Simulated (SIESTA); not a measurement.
Runs of SIESTA 5.4.2 on Al. The structure is cubic, space group Fm-3m (No. 225). Conventional cell: a = 4.050 Å, b = 4.050 Å, c = 4.050 Å, α = 90.00°, β = 90.00°, γ = 90.00°. Al (site symmetry m-3m) has 12 Al at 2.86 Å as nearest neighbours. 

```tsv
task	level	potentials or basis	gap on the mesh (eV)	pressure (GPa)
band structure	RPBE	PseudoDojo 0.4 standard (PBE files), DZP (energy shift 0.003 Ry)	none	-0.3
band structure	LDA	PseudoDojo 0.4 standard (LDA files), DZP (energy shift 0.003 Ry)	none	(a)
band structure	BLYP	PseudoDojo 0.4 standard (PBE files), DZP (energy shift 0.003 Ry)	none	4.4
band structure	PBEsol	PseudoDojo 0.4 standard (PBEsol files), DZP (energy shift 0.003 Ry)	none	-1.9
```

Alike in all rows: no spin polarisation; cell as given; k mesh 11 × 11 × 11; smearing fermi-dirac 0.05 eV; grid cutoff 500 Ry; energy shift 0.003 Ry.

Task: Fill in the values left out.

Result: (a) -3.7.

Caveats: the basis of atomic orbitals isn't converged, which shifts pressures, moduli and gaps; the potentials were made for another functional, which shifts forces and pressure (some runs).

A gap of «none» marks a metal or a gap under the smearing width.

Runs at the PBE level aren't shown here.
